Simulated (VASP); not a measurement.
# NaI in VASP: further runs

Runs on NaI. Level: PBE. Tasks: single point.

All numbers are computed with VASP 6.6.1; they aren't measurements. Logs are shortened: lines on timing, memory, paths and dates and some standing lists are left out, and cuts for length are marked.

### Step 1. Starting point

The cell holds a wire with vacuum, 2 atoms: a = 11.600 Å, b = 9.300 Å, c = 5.755 Å, α = 90.00°, β = 90.00°, γ = 90.00°.

### Step 2. Single point, PBE, collinear spin, typed start

INCAR

```
SYSTEM = NaI
PREC = Accurate
ENCUT = 520
EDIFF = 1E-7
ISMEAR = 0
SIGMA = 0.05
LREAL = .FALSE.
LASPH = .TRUE.
NELM = 150
ALGO = Normal
ISIF = 2
LWAVE = .FALSE.
LCHARG = .FALSE.
ISPIN = 2
MAGMOM = 0.5 0.5
LORBIT = 11
GGA = PE
NBANDS = 18
```

KPOINTS

```
Automatic mesh
0
G
  1 1 21
  0 0 0
```

POSCAR

```
NaI
1.0
   11.6000000000      0.0000000000      0.0000000000
    0.0000000000      9.3000000000      0.0000000000
    0.0000000000      0.0000000000      5.7553089965
Na I
1 1
Direct
    0.4973627733      0.5000000000      0.0000000000
    0.5026372267      0.5000000000      0.5000000000
```

Potentials or basis: VASP PAW PBE potentials, release 64 (Na_pv, I).

Command:

```sh
cat potpaw_PBE.64/Na_pv/POTCAR potpaw_PBE.64/I/POTCAR > POTCAR
mpirun -np 1 vasp_std > vasp.out
```

OUTCAR:

```text
SYSTEM = NaI
   PREC = Accurate
   ENCUT = 520
   EDIFF = 1E-7
   ISMEAR = 0
   LREAL = .FALSE.
   LASPH = .TRUE.
   NELM = 150
   ISIF = 2
   ISPIN = 2
   LORBIT = 11
   GGA = PE

 ion  position               nearest neighbor table
   1  0.497  0.500  0.000-   2 2.88   2 2.88
   2  0.503  0.500  0.500-   1 2.88   1 2.88

  LATTYP: Found a simple orthorhombic cell.
 ALAT       =     5.7553089965
 B/A-ratio  =     1.6158993384
 C/A-ratio  =     2.0155303576

  Lattice vectors:

 A1 = (   0.0000000000,   0.0000000000,  -5.7553089965)
 A2 = (   0.0000000000,   9.3000000000,   0.0000000000)
 A3 = (  11.6000000000,   0.0000000000,   0.0000000000)

Analysis of symmetry for initial positions (statically):
=====================================================================
 Subroutine PRICEL returns:
 Original cell was already a primitive cell.

 Routine SETGRP: Setting up the symmetry group for a
 simple orthorhombic supercell.

 Subroutine GETGRP returns: Found  4 space group operations
 (whereof  4 operations were pure point group operations)
 out of a pool of  8 trial point group operations.

The static configuration has the point symmetry C_2v.

Analysis of symmetry for dynamics (positions and initial velocities):
=====================================================================
 Subroutine PRICEL returns:
 Original cell was already a primitive cell.

 Routine SETGRP: Setting up the symmetry group for a
 simple orthorhombic supercell.

 Subroutine GETGRP returns: Found  4 space group operations
 (whereof  4 operations were pure point group operations)
 out of a pool of  8 trial point group operations.

The dynamic configuration has the point symmetry C_2v.

Analysis of structural, dynamic, and magnetic symmetry:
=====================================================================
 Subroutine PRICEL returns:
 Original cell was already a primitive cell.

 Routine SETGRP: Setting up the symmetry group for a
 simple orthorhombic supercell.

 Subroutine GETGRP returns: Found  4 space group operations
 (whereof  4 operations were pure point group operations)
 out of a pool of  8 trial point group operations.

The overall configuration has the point symmetry C_2v.

 Subroutine INISYM returns: Found  4 space group operations
 (whereof  4 operations are pure point group operations),
 and found     1 'primitive' translations

----------------------------------------------------------------------------------------

[... 104 lines left out ...]
   LHFCALC =     F    Hartree Fock is set to
   AEXX    =    0.0000 exact exchange contribution
   IVDW    =     0    specifies the selected vdW correction
   LEPSILON=     F    determine dielectric tensor
   LRPA    =     F    only Hartree local field effects (RPA)
 spin polarized calculation
 Gauss-broadening in eV      SIGMA  =   0.05
  energy-cutoff  :      520.00
  volume of cell :      620.88
 maximum number of plane-waves:     16759
 NGX is ok and might be reduce to    90
   NGX = 43   NGY = 35   NGZ = 21

 number of electron      13.9999991 magnetization       0.0000016

 number of electron      13.9999991 magnetization      -0.0000020

 Free energy of the ion-electron system (eV)
  ---------------------------------------------------
  ext. energy  EPLUGINS =         0.00000000
  ---------------------------------------------------
  free energy    TOTEN  =        -4.66726267 eV

  energy without entropy =       -4.66726267  energy(sigma->0) =       -4.66726267

 E-fermi :  -4.8362     XC(G=0):  -1.6149

 val. band max:       -5.1556571591   @ k =   0.0000   0.0000   0.4762
 cond. band min:      -1.1919022644   @ k =   0.0000   0.0000   0.0000
 fundamental gap:      3.9637548947
 Fermi energy:        -4.8362330010

 spin component 1

 k-point     1 :       0.0000    0.0000    0.0000
  band No.  band energies     occupation
      1     -28.2431      1.00000
      2     -28.2430      1.00000
      3     -28.1681      1.00000
      4     -15.2946      1.00000
      5      -5.7891      1.00000
      6      -5.2036      1.00000
[... 207 lines left out ...]
      4     -15.2549      1.00000
      5      -6.2372      1.00000
      6      -5.1579      1.00000
[... 10 lines left out ...]
     17       2.8812      0.00000
     18       2.8934      0.00000
 Fermi energy:        -4.8362330010

 spin component 2

 k-point     1 :       0.0000    0.0000    0.0000
  band No.  band energies     occupation
      1     -28.2431      1.00000
      2     -28.2430      1.00000
      3     -28.1681      1.00000
      4     -15.2946      1.00000
      5      -5.7891      1.00000
      6      -5.2036      1.00000
[... 208 lines left out ...]
      5      -6.2372      1.00000
      6      -5.1579      1.00000
[... 10 lines left out ...]
     17       2.8815      0.00000
     18       2.8978      0.00000

------------------------ aborting loop because EDIFF is reached ----------------------------------------

  FORCE on cell =-STRESS in cart. coord.  units (eV):
  Direction    XX          YY          ZZ          XY          YZ          ZX
  --------------------------------------------------------------------------------------
  -------------------------------------------------------------------------------------
  Total       -0.0012187      0.0248682      0.0546800      0.0000000      0.0000000      0.0000000
  in kB       -0.0031449      0.0641721      0.1411008      0.0000000      0.0000000      0.0000000
  external PRESSURE =       0.0673760 kB  Pullay stress =       0.0000000 kB

 VOLUME and BASIS-vectors are now :
 -----------------------------------------------------------------------------
  energy-cutoff  :      520.00
  volume of cell :      620.88
      direct lattice vectors                 reciprocal lattice vectors
    11.600000000  0.000000000  0.000000000     0.086206897  0.000000000  0.000000000
     0.000000000  9.300000000  0.000000000     0.000000000  0.107526882  0.000000000
     0.000000000  0.000000000  5.755308997     0.000000000  0.000000000  0.173752617

 POSITION                                       TOTAL-FORCE (eV/Angst)
 -----------------------------------------------------------------------------------
      5.76941      4.65000      0.00000         0.001496      0.000000      0.000000
      5.83059      4.65000      2.87765        -0.001496      0.000000      0.000000
 -----------------------------------------------------------------------------------
    total drift:                               -0.000034     -0.000000      0.000000

  FREE ENERGIE OF THE ION-ELECTRON SYSTEM (eV)
  ---------------------------------------------------
  free  energy   TOTEN  =        -4.6672626700 eV

  energy  without entropy=       -4.6672626700  energy(sigma->0) =       -4.66726267

 total charge

# of ion       s       p       d       tot
------------------------------------------
    1        0.051   5.972   0.000   6.022
    2        1.489   2.853   0.000   4.342
--------------------------------------------------
tot          1.540   8.824   0.000  10.365

 magnetization (x)

# of ion       s       p       d       tot
------------------------------------------
    1        0.000  -0.000   0.000  -0.000
    2        0.000   0.000   0.000   0.000
--------------------------------------------------
tot          0.000   0.000   0.000   0.000
```

OSZICAR:

```text
N       E                     dE             d eps       ncg     rms          rms(c)
DAV:   1     0.583989289092E+02    0.58399E+02   -0.47134E+03   968   0.450E+02
[... 20 lines left out ...]
DAV:  22    -0.466725374032E+01   -0.10444E-04   -0.88595E-07   814   0.449E-03    0.393E-04
DAV:  23    -0.466725909728E+01   -0.53570E-05   -0.44390E-07   826   0.308E-03    0.363E-04
DAV:  24    -0.466726045641E+01   -0.13591E-05   -0.11018E-07   850   0.144E-03    0.255E-04
DAV:  25    -0.466726180868E+01   -0.13523E-05   -0.72902E-08   824   0.115E-03    0.108E-04
DAV:  26    -0.466726234406E+01   -0.53539E-06   -0.28018E-08   814   0.863E-04    0.758E-05
DAV:  27    -0.466726258344E+01   -0.23938E-06   -0.15398E-08   814   0.708E-04    0.320E-05
DAV:  28    -0.466726267002E+01   -0.86578E-07   -0.59093E-09   812   0.430E-04
   1 F= -.46672627E+01 E0= -.46672627E+01  d E =-.148374E-19  mag=    -0.0000
```

stdout:

```text
POSCAR found type information on POSCAR NaI
 POSCAR found :  2 types and       2 ions
 scaLAPACK will be used
 LDA part: xc-table for (Slater+PW92), standard interpolation
 POSCAR, INCAR and KPOINTS ok, starting setup
 FFT: planning ... GRIDC
 FFT: planning ... GRID_SOFT
 FFT: planning ... GRID
 WAVECAR not read
 entering main loop
```

Wall time 8.3 min (1 thread of Intel Xeon Platinum 8559C (Emerald Rapids), shared host); peak memory 0.92 GiB.

Results:

| Quantity | Value |
| --- | --- |
| Free energy | -4.6673 eV |
| Band gap on the k mesh | 3.96 eV, indirect (least direct gap 4.01 eV) |
| Net moment | 0.00 μB per cell |
| Valence electrons inside the program's atomic spheres | Na 6.02; I 4.34 |

Caveat: spin-orbit coupling is left out, which moves the levels of the heavy elements.

### Step 3. Single point, PBE, collinear spin, typed start

This run uses another cell than the first one, of 167.97 Å³/atom, 0.541 times its volume.

INCAR

```
SYSTEM = NaI
PREC     = Accurate       ! precision mode
ENCUT    = 520            ! plane-wave cutoff, eV
EDIFF    = 1E-6           ! SCF threshold, eV
ISMEAR   = 0              ! smearing method
SIGMA    = 0.05           ! smearing width, eV
LREAL    = .FALSE.        ! projectors in reciprocal space
LASPH    = .TRUE.         ! aspherical terms in the spheres
NELM     = 150            ! most SCF steps
ALGO     = Normal         ! electronic algorithm
ISIF     = 2              ! what is computed and relaxed
LWAVE    = .FALSE.        ! write WAVECAR
LCHARG   = .TRUE.         ! write CHGCAR
ISPIN    = 2              ! spin polarisation
MAGMOM   = 0.5 0.5        ! initial moments
LORBIT   = 11             ! projections on sites
GGA      = PE             ! functional
LELF     = .TRUE.         ! ELF
LVHAR    = .TRUE.       
NBANDS   = 18             ! bands
```

KPOINTS

```
regular mesh
0
G
  1 1 21
  0 0 0
```

POSCAR

```
NaI
1.0
   11.6000000000      0.0000000000      0.0000000000
    0.0000000000      9.3000000000      0.0000000000
    0.0000000000      0.0000000000      3.1139484327
Na I
1 1
Direct
    0.3860379965      0.5000000000      0.0000000000
    0.6139620035      0.5000000000      0.5000000000
```

Potentials or basis: VASP PAW PBE potentials, release 64 (Na_pv, I).

Command:

```sh
cat potpaw_PBE.64/Na_pv/POTCAR potpaw_PBE.64/I/POTCAR > POTCAR
mpirun -np 1 vasp_std > vasp.out
```

Wall time 3.1 min (1 thread of Intel Xeon Platinum 8559C (Emerald Rapids), shared host); peak memory 0.56 GiB.

It converged, with:

```yaml
Free_energy: -3.1757 eV
Largest_force: 0.044 eV/Å
Band_gap_on_the_k_mesh: none (metal or under the smearing width)
Net_moment: 0.19 μB per cell
Site_moments: Na +0.02; I +0.01 μB
Valence_electrons_inside_the_program's_atomic_spheres: Na 6.05; I 4.28
```

Forces in eV/Å, atoms in the order of the input:
```
Na   0.044  0.000  0.000
I   -0.044  0.000  0.000
```

Levels at points of the mesh, in eV from the Fermi level:
Spin up:
| k point | band 5 | band 6 | band 7 | band 8 | band 9 | band 10 |
| --- | --- | --- | --- | --- | --- | --- |
| (0.00, 0.00, 0.00) | -4.02 | -3.41 | -0.41 | 1.31 | 1.98 | 2.73 |
Spin down:
```tsv
k point	band 5	band 6	band 7	band 8	band 9	band 10
(0.00, 0.00, 0.00)	-4.00	-3.40	-0.08	1.32	2.21	2.84
```

The run has no spin-orbit coupling, so splittings on I are missing.
